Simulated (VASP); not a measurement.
BiTe, 2 atoms in the cell. It takes space group Fm-3m (No. 225, cubic). The conventional cell has a = 6.470 Å, b = 6.470 Å, c = 6.470 Å, α = 90.00°, β = 90.00°, γ = 90.00°. Bi (site symmetry m-3m) has 6 Te at 3.23 Å as nearest neighbours. Around Te (site symmetry m-3m) lie 6 Bi at 3.23 Å. 

* Program: VASP 6.6.1
* Task: relaxation of cell and atoms
* Functional: PBE
* Potentials or basis: VASP PAW PBE potentials, release 64 (Bi_d, Te)
* Cutoff: 600 eV
* k mesh: 12 × 12 × 12
* Occupations: gaussian, width 0.1 eV
* Spin: no spin polarisation
* Dipole correction: no
* Further INCAR settings: ALGO = Normal; EDIFF = 1e-06; IBRION = 2; EDIFFG = -0.005; NSW = 100; ISIF = 3

Potentials or basis: VASP PAW PBE potentials, release 64 (Bi_d, Te).

The run is started by

```console
$ cat potpaw_PBE.64/Bi_d/POTCAR potpaw_PBE.64/Te/POTCAR > POTCAR
$ mpirun -np 1 vasp_std > vasp.out
```

Hardware: 1 thread of Intel(R) Xeon(R) Platinum 8488C (Sapphire Rapids), with other jobs on the host.

Task: Estimate the wall time of this run.

Result: Wall time 82 s on 1 thread of Intel(R) Xeon(R) Platinum 8488C (Sapphire Rapids), with other jobs on the host, peak memory 0.3 GiB. Counts: scf iterations 25, k points 72, ion steps 3.
